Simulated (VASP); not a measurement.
Input of a VASP 6.6.1 run:

The input INCAR:

```
ALGO = Normal
EDIFF = 1E-7
ENCUT = 520
GGA = PE
ISIF = 2
ISMEAR = -1
LASPH = T
LCHARG = F
LREAL = F
LWAVE = F
NBANDS = 26
NELM = 100
PREC = Accurate
SIGMA = 0.05
```

KPOINTS

```
k-points
0
Gamma
  6 6 4
```

POSCAR

```
ZnS
1.0
    3.8872200000      0.0000000000      0.0000000000
   -1.9436100000      3.3664314600      0.0000000000
    0.0000000000      0.0000000000      5.9919261822
Zn S
2 2
Direct
    0.3333333333      0.6666666667      0.0000000000
    0.6666666667      0.3333333333      0.5000000000
    0.3333333333      0.6666666667      0.3850000000
    0.6666666667      0.3333333333      0.8850000000
```

Potentials or basis: VASP PAW PBE potentials, release 64 (Zn, S).

Run with:

```console
$ cat potpaw_PBE.64/Zn/POTCAR potpaw_PBE.64/S/POTCAR > POTCAR
$ mpirun -np 1 vasp_std > vasp.out
```

(1) What does it give for the pressure?

(2) Estimate the band gap on the k mesh.

(3) Estimate the largest force.

## Answers

(1) 2.5 GPa.

(2) 2.16 eV, direct.

(3) 0.071 eV/Å.

**The experiment to reproduce.**

From a printed reference work, monograph, for a bulk crystal of ZnS at 4 K: band gap 3.911 eV (direct).

Measured gap of ZnS: 3.911 eV (direct; 4 K; a printed reference work, monograph). This calculation gives 2.16 eV (-1.76 eV). The value is that of PBE, without temperature or zero-point motion. Semilocal functionals fall short of measured gaps as a rule.
